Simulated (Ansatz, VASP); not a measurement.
One calculation of AlRu, two programs

INCAR

```
ALGO = Fast
EDIFF = 1E-7
ENCUT = 520
GGA = PE
ISIF = 2
ISMEAR = 0
LASPH = True
LCHARG = False
LREAL = False
LWAVE = False
NBANDS = 16
NELM = 60
PREC = Accurate
SIGMA = 0.15
```

Contents of KPOINTS:

```
k-points
0
Gamma
  16 16 16
```

POSCAR

```
AlRu
1.0
    2.9467260000      0.0000000000      0.0000000000
    0.0000000000      2.9467260000      0.0000000000
    0.0000000000      0.0000000000      2.9916000000
Al Ru
1 1
Direct
    0.0000000000      0.0000000000      0.0000000000
    0.5000000000      0.5000000000      0.5000000000
```

Input for Ansatz:

```yaml
crystal:
  lattice:
    - [2.946726, 0.0, 0.0]
    - [0.0, 2.946726, 0.0]
    - [0.0, 0.0, 2.9916]
  atoms:
    - { symbol: Al, position: [0.0, 0.0, 0.0] }
    - { symbol: Ru, position: [0.5, 0.5, 0.5] }
basis:
  ecutwfc: 420
kpoints:
  mp_grid: { grid: [16, 16, 16] }
hamiltonian:
  xc: pbe
scf:
  occupations: { method: gaussian, width: 0.15 }
output:
  forces: true
  stress: true
  eigenvalues: true
```

Change from the starting cell: strain -0.015 along x and y, +0.000 along z, atoms carried along.

Alike in both runs: task single point; functional PBE; k mesh 16 × 16 × 16; occupations gaussian, width 0.15 eV; no spin polarisation.

|  | VASP | Ansatz |
| --- | --- | --- |
| version | VASP 6.6.1 | Ansatz 0.2.0 |
| potentials or method | VASP PAW PBE potentials, release 64 (Al, Ru_pv) | scalar-relativistic, plane waves, PAW |
| plane-wave cutoff (eV) | 520 | 420 |
| valence electrons in the cell | 17 | 19 |

|  | VASP | Ansatz | Ansatz less VASP |
| --- | --- | --- | --- |
| gap on the k mesh at the Fermi level (eV) | none | none | - |
| pressure (GPa) | 9.6 | 9.6 | +0.02 |
| largest component of the traceless stress (GPa) | 1.87 | 1.87 | -0.002 |

A gap of «none» marks a metal or a gap that the smearing closes. The two sets of potentials don't hold the same shells in valence.
